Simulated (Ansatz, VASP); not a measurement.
# SnTe2 in two plane-wave programs, part 2 of 2

Wanted: the spread between two codes on one cell, functional and k mesh. The cell is generated by rule, not measured, and may not be a known phase. The cell is taken from a series of runs on this material, whose earlier steps may have relaxed, scaled, displaced or heated it; both programs get it as it stands.

VASP 6.6.1 and Ansatz 0.2.0.

So far. Step 2 (VASP: single point, PBE, pair 1): The run ends at a pressure of -0.48 GPa, with forces up to 1.1 eV/Å. Step 3 (Ansatz: single point, PBE, pair 1): The run ends at a pressure of -0.46 GPa, with forces up to 1.1 eV/Å.

## (5) VASP: single point, PBE, pair 2

Level of this step: PBE; plane waves and PAW (Sn_d, Te); invented cell (VASP).

With cell and atoms fixed, the geometry can't cause a difference; cores, projectors, grids and the points listed under the comparison can.

INCAR

```
SYSTEM = SnTe2
PREC = Accurate
ENCUT = 500
EDIFF = 1E-06
NELM = 120
ISMEAR = 1
SIGMA = 0.2
LREAL = .FALSE.
ALGO = Normal
GGA = PE
NBANDS = 64
LORBIT = 11
LWAVE = .FALSE.
LCHARG = .FALSE.
ISIF = 2
LASPH = .TRUE.
GGA_COMPAT = .FALSE.
KPAR = 2
```

POSCAR

```
SnTe2
1.0
    0.0000000000      0.0000000000     -4.4240602484
   -7.0577214653     -7.0577214653      0.0000000000
   -7.0577214653      7.0577214653      0.0000000000
Sn Te
4 8
Direct
    0.0000000000      0.5000000000      0.5000000000
    0.0000000000      0.0000000000      0.0000000000
    0.5000000000      0.0000000000      0.5000000000
    0.5000000000      0.5000000000      0.0000000000
    0.0000000000      0.1979306904      0.5000000000
    0.0000000000      0.6979306904      0.0000000000
    0.0000000000      0.8020693096      0.5000000000
    0.0000000000      0.3020693096      0.0000000000
    0.5000000000      0.0000000000      0.1979306904
    0.5000000000      0.5000000000      0.6979306904
    0.5000000000      0.0000000000      0.8020693096
    0.5000000000      0.5000000000      0.3020693096
```

KPOINTS

```
Automatic mesh
0
Gamma
8 4 4
0 0 0
```

The projector-augmented-wave data sets are Sn_d and Te (PBE family, release 64).

The run is started by

```sh
> mpirun -np 2 vasp_std
```

Numbers of over 12 decimals in the logs are rounded to 6 here.

Output:

```text
[... set-up lines as in an earlier step ...]
 entering main loop
       N       E                     dE             d eps       ncg     rms          rms(c)
DAV:   1     0.945293632546E+03    0.94529E+03   -0.42387E+04  3840   0.161E+03
DAV:   2     0.111309327552E+03   -0.83398E+03   -0.81026E+03  4072   0.399E+02
DAV:   3    -0.297761243094E+02   -0.14109E+03   -0.13681E+03  4496   0.170E+02
DAV:   4    -0.395514985049E+02   -0.97754E+01   -0.95792E+01  4424   0.448E+01
[...]
DAV:  11    -0.394829302679E+02   -0.66745E-04   -0.10023E-04  4296   0.353E-02    0.143E-02
DAV:  12    -0.394829395803E+02   -0.93124E-05   -0.15378E-05  4128   0.172E-02    0.982E-03
DAV:  13    -0.394829391863E+02    0.39406E-06   -0.16720E-06  2880   0.693E-03
   1 F= -.39482939E+02 E0= -.39481290E+02  d E =-.494707E-02
```

From OUTCAR (step 5):

```text
  Total       -0.0671367     -0.0671367     -0.0152704     -0.0000000      0.0000000      0.0000000
  in kB       -0.2440567     -0.2440567     -0.0555113     -0.0000000      0.0000000      0.0000000
  external PRESSURE =      -0.1812083 kB  Pullay stress =       0.0000000 kB

 POSITION                                       TOTAL-FORCE (eV/Angst)
 -----------------------------------------------------------------------------------
     -7.05772      0.00000      0.00000        -0.000000     -0.000000      0.000000
      0.00000      0.00000      0.00000         0.000000     -0.000000      0.000000
     -3.52886      3.52886     -2.21203        -0.000000     -0.000000     -0.000000
     -3.52886     -3.52886     -2.21203        -0.000000     -0.000000     -0.000000
     -4.92580      2.13192      0.00000        -0.010728     -0.010728      0.000000
     -4.92580     -4.92580      0.00000        -0.010728     -0.010728     -0.000000
     -9.18964     -2.13192      0.00000         0.010728      0.010728     -0.000000
     -2.13192     -2.13192      0.00000         0.010728      0.010728     -0.000000
     -1.39694      1.39694     -2.21203        -0.010728      0.010728     -0.000000
     -8.45466      1.39694     -2.21203        -0.010728      0.010728     -0.000000
     -5.66078      5.66078     -2.21203         0.010728     -0.010728     -0.000000
     -5.66078     -1.39694     -2.21203         0.010728     -0.010728      0.000000
 -----------------------------------------------------------------------------------
    total drift:                                0.000000     -0.000000     -0.000000

  FREE ENERGIE OF THE ION-ELECTRON SYSTEM (eV)
  ---------------------------------------------------
  free  energy   TOTEN  =       -39.4829391863 eV

  energy  without entropy=      -39.4779921133  energy(sigma->0) =      -39.48129016

[... 2 parts as in an earlier step ...]

[... 1 further part left out ...]
[key lines of the parts left out:]
E-fermi :   4.3790
```

The run ends at a pressure of -0.02 GPa, with forces up to 0.015 eV/Å.

## (6) Ansatz: single point, PBE, pair 2

The same cell, functional, mesh and smearing now go to Ansatz, which takes its cutoff from its data sets.

The cell is taken from a series of runs on this material, whose earlier steps may have relaxed, scaled, displaced or heated it; both programs get it as it stands.

input.yaml

```yaml
crystal:
  lattice:
    - [0.0, 0.0, -4.4240602484]
    - [-7.0577214653, -7.0577214653, 0.0]
    - [-7.0577214653, 7.0577214653, 0.0]
  atoms:
    - { symbol: Sn, position: [0.0, 0.5, 0.5] }
    - { symbol: Sn, position: [0.0, 1.0, 1.0] }
    - { symbol: Sn, position: [0.5, 1.0, 0.5] }
    - { symbol: Sn, position: [0.5, 0.5, 0.0] }
    - { symbol: Te, position: [0.0, 0.1979306904, 0.5] }
    - { symbol: Te, position: [0.0, 0.6979306904, 0.0] }
    - { symbol: Te, position: [0.0, 0.8020693096, 0.5] }
    - { symbol: Te, position: [0.0, 0.3020693096, 0.0] }
    - { symbol: Te, position: [0.5, 0.0, 0.1979306904] }
    - { symbol: Te, position: [0.5, 0.5, 0.6979306904] }
    - { symbol: Te, position: [0.5, 0.0, 0.8020693096] }
    - { symbol: Te, position: [0.5, 0.5, 0.3020693096] }
kpoints:
  mp_grid: { grid: [8, 4, 4] }
hamiltonian:
  xc: pbe
scf:
  occupations: { method: methfessel_paxton, width: 0.2 }
output:
  forces: true
  stress: true
  eigenvalues: true
```

The run is started by

```sh
> ansatz run input.yaml --threads 4 --pin off --max-ram 14336MiB --backend cpu --events-out ev --progress --plain --runs-dir out
```

Output:

```text
[...]
Crystal: 12 atoms, lattice volume = 440.738 Å³
Basis set: ecut = 420 eV, 8627 PW (Γ), exchange–correlation on 60×144×144 points (8 copies of the dense FFT grid, shifted against one another)
Bands: 111, of which v1, the nominal top of the filled ones, is band 92 counted from 1 (91 counted from 0)
Symmetry: 32 space group operations
[...]
k-points: 30 of 128
[...]
k-point 0: bands = [... 88 lower, 6.1170, 6.1170, 6.7683, 6.7683, 6.8979, 6.8979, 7.3905, 7.4564, ... 15 higher]
  k-point 1: bands = [... 88 lower, 6.2346, 6.3010, 6.6771, 6.7484, 6.7877, 6.9907, 7.1546, 7.3944, ... 15 higher]
  k-point 2: bands = [... 88 lower, 6.4340, 6.4340, 6.6867, 6.6867, 6.7219, 6.7219, 7.2050, 7.2050, ... 15 higher]
  k-point 29: bands = [... 88 lower, 6.4019, 6.4019, 6.4019, 6.4019, 7.7749, 7.7749, 7.7749, 7.7749, ... 15 higher]
[key lines of the parts left out:]
SCF converged after 6 iterations
Free energy (F): -79935.461352 eV
Fermi energy:    6.793411 eV
P = ⅓ Tr σ = 0.0000 GPa (0.000 kbar)
```

The run ends at a pressure of 0.00 GPa, with forces up to 0.013 eV/Å.

## (7) Side by side

What differs besides the data sets and the points named for the pairs above, as far as they apply: the data sets hold 184 valence electrons in Ansatz (on its default PAW (the set named soft_2) files) and 104 in VASP. Total energies have different zeros and are not compared.

The two programs side by side:

```csv
quantity,Ansatz,VASP,difference
pressure (GPa),0.00,-0.02,+0.02
```

## (8) VASP: single point, PBE, pair 3

A single point gives forces, pressure and levels at one fixed geometry, so differences don't come from the geometry; what else differs is listed under the comparison.

INCAR is that of step 5.

POSCAR

```
SnTe2
1.0
    7.0577214653      0.0000000000      0.0000000000
    0.0000000000      7.0577214653      0.0000000000
    0.0000000000      0.0000000000      8.8481204969
Sn Te
4 8
Direct
    0.0000000000      0.0000000000      0.0000000000
    0.0000000000      0.0000000000      0.5000000000
    0.5000000000      0.5000000000      0.2500000000
    0.5000000000      0.5000000000      0.7500000000
    0.3020693096      0.3020693096      0.0000000000
    0.3020693096      0.3020693096      0.5000000000
    0.6979306904      0.6979306904      0.0000000000
    0.6979306904      0.6979306904      0.5000000000
    0.8020693096      0.1979306904      0.2500000000
    0.8020693096      0.1979306904      0.7500000000
    0.1979306904      0.8020693096      0.2500000000
    0.1979306904      0.8020693096      0.7500000000
```

KPOINTS

```
Automatic mesh
0
Gamma
6 6 4
0 0 0
```

The run is started by

```sh
> mpirun -np 2 vasp_std
```

Output:

```text
[... set-up lines as in an earlier step ...]
 entering main loop
       N       E                     dE             d eps       ncg     rms          rms(c)
DAV:   1     0.954940165460E+03    0.95494E+03   -0.42482E+04  3840   0.162E+03
DAV:   2     0.110944891524E+03   -0.84400E+03   -0.82020E+03  4080   0.405E+02
DAV:   3    -0.299624692910E+02   -0.14091E+03   -0.13693E+03  4464   0.170E+02
DAV:   4    -0.395704653970E+02   -0.96080E+01   -0.94188E+01  4464   0.446E+01
[...]
DAV:  11    -0.394810165620E+02   -0.70118E-04   -0.10177E-04  4360   0.341E-02    0.108E-02
DAV:  12    -0.394810230135E+02   -0.64516E-05   -0.13977E-05  4224   0.177E-02    0.481E-03
DAV:  13    -0.394810223469E+02    0.66661E-06   -0.16494E-06  2936   0.652E-03
   1 F= -.39481022E+02 E0= -.39478810E+02  d E =-.663652E-02
```

Parts of OUTCAR (step 8):

```text
  Total       -0.0672490     -0.0672490     -0.0016616      0.0000000      0.0000000      0.0000000
  in kB       -0.2444647     -0.2444647     -0.0060401      0.0000000      0.0000000      0.0000000
  external PRESSURE =      -0.1649898 kB  Pullay stress =       0.0000000 kB

 POSITION                                       TOTAL-FORCE (eV/Angst)
 -----------------------------------------------------------------------------------
      0.00000      0.00000      0.00000        -0.000000      0.000000     -0.000000
      0.00000      0.00000      4.42406         0.000000      0.000000     -0.000000
      3.52886      3.52886      2.21203        -0.000000      0.000000     -0.000000
      3.52886      3.52886      6.63609        -0.000000      0.000000     -0.000000
      2.13192      2.13192      0.00000        -0.002745     -0.002745      0.000000
      2.13192      2.13192      4.42406        -0.002745     -0.002745     -0.000000
      4.92580      4.92580      0.00000         0.002745      0.002745      0.000000
      4.92580      4.92580      4.42406         0.002745      0.002745     -0.000000
      5.66078      1.39694      2.21203        -0.002745      0.002745     -0.000000
      5.66078      1.39694      6.63609        -0.002745      0.002745      0.000000
      1.39694      5.66078      2.21203         0.002745     -0.002745     -0.000000
      1.39694      5.66078      6.63609         0.002745     -0.002745      0.000000
 -----------------------------------------------------------------------------------
    total drift:                                0.000000      0.000000      0.000000

  FREE ENERGIE OF THE ION-ELECTRON SYSTEM (eV)
  ---------------------------------------------------
  free  energy   TOTEN  =       -39.4810223469 eV

  energy  without entropy=      -39.4743858300  energy(sigma->0) =      -39.47881017

[... 1 part as in an earlier step ...]

[... 2 further parts left out ...]
[key lines of the parts left out:]
E-fermi :   4.3845
```

The run ends at a pressure of -0.02 GPa, with forces up to 0.0039 eV/Å.

## (9) Ansatz: single point, PBE, pair 3

The same cell, functional, mesh and smearing now go to Ansatz, which takes its cutoff from its data sets.

The cell is taken from a series of runs on this material, whose earlier steps may have relaxed, scaled, displaced or heated it; both programs get it as it stands.

input.yaml

```yaml
crystal:
  lattice:
    - [7.0577214653, 0.0, 0.0]
    - [0.0, 7.0577214653, 0.0]
    - [0.0, 0.0, 8.8481204969]
  atoms:
    - { symbol: Sn, position: [0.0, 0.0, 0.0] }
    - { symbol: Sn, position: [0.0, 0.0, 0.5] }
    - { symbol: Sn, position: [0.5, 0.5, 0.25] }
    - { symbol: Sn, position: [0.5, 0.5, 0.75] }
    - { symbol: Te, position: [0.3020693096, 0.3020693096, 0.0] }
    - { symbol: Te, position: [0.3020693096, 0.3020693096, 0.5] }
    - { symbol: Te, position: [0.6979306904, 0.6979306904, 0.0] }
    - { symbol: Te, position: [0.6979306904, 0.6979306904, 0.5] }
    - { symbol: Te, position: [0.8020693096, 0.1979306904, 0.25] }
    - { symbol: Te, position: [0.8020693096, 0.1979306904, 0.75] }
    - { symbol: Te, position: [0.1979306904, 0.8020693096, 0.25] }
    - { symbol: Te, position: [0.1979306904, 0.8020693096, 0.75] }
kpoints:
  mp_grid: { grid: [6, 6, 4] }
hamiltonian:
  xc: pbe
scf:
  occupations: { method: methfessel_paxton, width: 0.2 }
output:
  forces: true
  stress: true
  eigenvalues: true
```

The run is started by

```sh
> ansatz run input.yaml --threads 4 --pin off --max-ram 14336MiB --backend cpu --events-out ev --progress --plain --runs-dir out
```

Output:

```text
[...]
Crystal: 12 atoms, lattice volume = 440.738 Å³
Basis set: ecut = 420 eV, 8609 PW (Γ), exchange–correlation on 96×96×120 points (8 copies of the dense FFT grid, shifted against one another)
Bands: 111, of which v1, the nominal top of the filled ones, is band 92 counted from 1 (91 counted from 0)
Symmetry: 32 space group operations
[...]
k-points: 30 of 144
[...]
k-point 0: bands = [... 88 lower, 6.1167, 6.1167, 6.7689, 6.7689, 7.0884, 7.0884, 7.3910, 7.4572, ... 15 higher]
  k-point 1: bands = [... 88 lower, 6.2700, 6.5494, 6.7808, 6.7845, 6.7845, 7.2510, 7.7429, 7.9511, ... 15 higher]
  k-point 2: bands = [... 88 lower, 6.5073, 6.5073, 6.8349, 6.8349, 6.8498, 6.8498, 8.3424, 8.3424, ... 15 higher]
  k-point 29: bands = [... 88 lower, 6.4664, 6.4664, 6.4664, 6.4664, 7.4235, 7.4235, 7.4235, 7.4235, ... 15 higher]
[key lines of the parts left out:]
SCF converged after 6 iterations
Free energy (F): -79935.459374 eV
Fermi energy:    6.798884 eV
P = ⅓ Tr σ = 0.0016 GPa (0.016 kbar)
```

The run ends at a pressure of 0.00 GPa, with forces up to 0.0012 eV/Å.

## (10) Side by side

What differs besides the data sets and the points named for the pairs above, as far as they apply: the data sets hold 184 valence electrons in Ansatz (on its default PAW (the set named soft_2) files) and 104 in VASP. Total energies have different zeros and are not compared.

Both answers:

```
      quantity  Ansatz   VASP  difference
pressure (GPa)    0.00  -0.02       +0.02
```

## (11) Results

| Property | Result |
| --- | --- |
| r.m.s. force difference (single point, PBE, pair 1) | 0.44 % of the r.m.s. force |
| difference in pressure (single point, PBE, pair 2) | 0.018 GPa |
| difference in pressure (single point, PBE, pair 3) | 0.018 GPa |

**Reading.** The r.m.s. force difference is 0.44 % of the r.m.s. force (single point, PBE, pair 1), within the 3 % picked in this series as the mark of a large difference. The data sets hold unlike numbers of valence electrons (184 in Ansatz and 104 in VASP), so part of the differences comes from the potentials. Such differences can come from data sets, numerical settings and the points named under the comparisons, not from the functional's error against experiment.

[Lines on the potential files, build, host, timing and source positions are cut from VASP's logs without a mark.]

[Logs are printed without paths, hosts, clocks, repeated set-up lines and the standing remarks that a program may print on its own settings, such as how far it seeks lower states.]

[Hosts, paths, dates, database ids (printed as entryN), source tags and the programs' standing remarks are cut or masked in the printed files.]
